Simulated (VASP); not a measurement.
Input of a VASP 6.6.1 run:

File INCAR:

```
ALGO     = Fast           # electronic algorithm
EDIFF    = 1E-7           # SCF threshold, eV
ENCUT    = 400            # plane-wave cutoff, eV
GGA      = PE             # functional
IBRION   = 5              # ionic algorithm
ISIF     = 2              # what is computed and relaxed
ISMEAR   = 0              # smearing method
ISPIN    = 2              # spin polarisation
ISYM     = 0            
LASPH    = T              # aspherical terms in the spheres
LCHARG   = F              # write CHGCAR
LORBIT   = 11             # projections on sites
LREAL    = F              # projectors in reciprocal space
LWAVE    = F              # write WAVECAR
MAGMOM   = 1.1 1.1        # initial moments
NBANDS   = 17             # bands
NELM     = 60             # most SCF steps
NFREE    = 2            
NSW      = 1              # ionic steps
NUPDOWN  = 2              # fixed moment
POTIM    = 0.015          # step
PREC     = Accurate       # precision mode
SIGMA    = 0.01           # smearing width, eV
```

File KPOINTS:

```
k-points
0
Gamma
  1 1 1
```

Contents of POSCAR:

```
O                                       
1.0
   11.6260970939      0.0000000000      0.0000000000
    0.0000000000     12.1260970939      0.0000000000
    0.0000000000      0.0000000000     12.6260970939
  O             
     2
Selective dynamics
Direct
0.5484297130999991  0.5219067479999993  0.5038687910999968  T T T
0.4495703278394770  0.4856070460231715  0.4959722940595030  T T T
```

Potentials or basis: VASP PAW PBE potentials, release 64 (O).

Launch:

```sh
$ cat potpaw_PBE.64/O/POTCAR > POTCAR
$ mpirun -np 1 vasp_gam > vasp.out
```

Question: Predict the highest phonon frequency at Γ.

Answer: 1562 cm⁻¹.

Phonon frequencies in cm⁻¹ (negative: imaginary):
| q point | frequencies |
| --- | --- |
| (0.000, 0.000, 0.000) | -8 -2 0 13 34 1562 |

Caveat: the standard files for N, O and F lose accuracy on very short bonds; the total moment is fixed, so each spin has its own Fermi level.
